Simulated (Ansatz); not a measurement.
Li$_{3}$N (P6/mmm), relaxed with LDA (Ansatz, a first-principles code, plane waves, PAW): a = 3.5432 Å, b = 3.5432 Å, c = 3.7863 Å, α = 90.00°, β = 90.00°, γ = 120.00°.

| Item | Value |
|---|---|
| gap (eV) | 1.09 |
| ΔH_f (eV/atom) | -0.54 |
| B₀ by P(V) fit (GPa) | 60.9 |
| K_Hill (GPa) | 60.9 |
| G_Hill (GPa) | 39.2 |
| ε∞ | 5.79 |
| highest Γ mode, no LO–TO term (cm⁻¹) | 710 |
| electron conductivity mass (mₑ) | 0.35 |
| Θ_D (K) | 801 |

Q: The same phase is relaxed and computed with r²SCAN in the same code. What are the cell and these values now?

A: a = 3.610 Å, b = 3.610 Å, c = 3.855 Å, α = 90.00°, β = 90.00°, γ = 120.00°.

* **gap (eV)**: 1.48
* **ΔH_f (eV/atom)**: -0.44
* **B₀ by P(V) fit (GPa)**: 56.2
* **K_Hill (GPa)**: 56.3
* **G_Hill (GPa)**: 36.6
* **ε∞**: 5.12
* **highest Γ mode, no LO–TO term (cm⁻¹)**: 682
* **electron conductivity mass (mₑ)**: 0.34
* **Θ_D (K)**: 781

Unstable at this level: Li3N, P6/mmm (Li on 1b, Li on 2c, N on 1a) with LDA. All cells were relaxed under the symmetry of their starts (and spin orders); stability against distortions was not tested throughout.

Potentials: the later of the program's two PAW sets.

Ansatz is a plane-wave DFT program.

Formation energies count from the lowest solids of the elements computed at the same level, not from gases.
